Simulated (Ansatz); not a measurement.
**Straining MgF$_{2}$**

Level of theory: DFT PBE, scalar-relativistic, plane waves, PAW in Ansatz. Settings: 420 eV cutoff, 6×6×8 k-mesh, Gaussian smearing of 0.02 eV, no spin polarisation.

The relaxed crystal:

```
Mg F
1.0
     4.69758    0.00000    0.00000
     0.00000    4.69758    0.00000
     0.00000    0.00000    3.09299
Mg F
2 4
Direct
  0.50000 0.50000 0.50000
  0.00000 0.00000 0.00000
  0.69643 0.69643 0.00000
  0.80357 0.19643 0.50000
  0.30357 0.30357 0.00000
  0.19643 0.80357 0.50000
```

Deformation: biaxial strain in the a-b plane, with the length and tilt of c and the atoms relaxed, all within the symmetry that the strain leaves. Energies are extrapolated to zero smearing. Gaps are Kohn–Sham gaps over the whole zone.

| strain (%) | ΔE (meV/atom) | a (Å) | b (Å) | c (Å) | gap (eV) |
| --- | --- | --- | --- | --- | --- |
| -4.5 | 27.0 | 4.486 | 4.486 | 3.194 | 7.13 |
| -3.0 | 11.7 | 4.557 | 4.557 | 3.157 | 7.04 |
| -1.5 | 2.8 | 4.627 | 4.627 | 3.123 | 6.94 |
| +0.0 | 0.0 | 4.698 | 4.698 | 3.093 | 6.84 |
| +1.5 | 2.6 | 4.768 | 4.768 | 3.066 | 6.73 |
| +3.0 | 9.9 | 4.839 | 4.839 | 3.043 | 6.62 |
| +4.5 | 21.4 | 4.909 | 4.909 | 3.022 | 6.52 |

(1) What stiffness (1/V) d²E/dε² at zero strain does a cubic fit over all points give?

(2) How does the free axis c answer a small strain?

(3) How fast does the gap move with strain on either side?

## Answers

(1) A cubic fit gives (1/V) d²E/dε² = 337 GPa at zero strain (twice the biaxial modulus).

(2) Between the innermost points its strain is -0.62 times the applied one.

(3) -69 meV per percent on the compressed side and -71 meV per percent on the stretched side; it is indirect at -1.5 %, direct at zero and indirect at +1.5 %.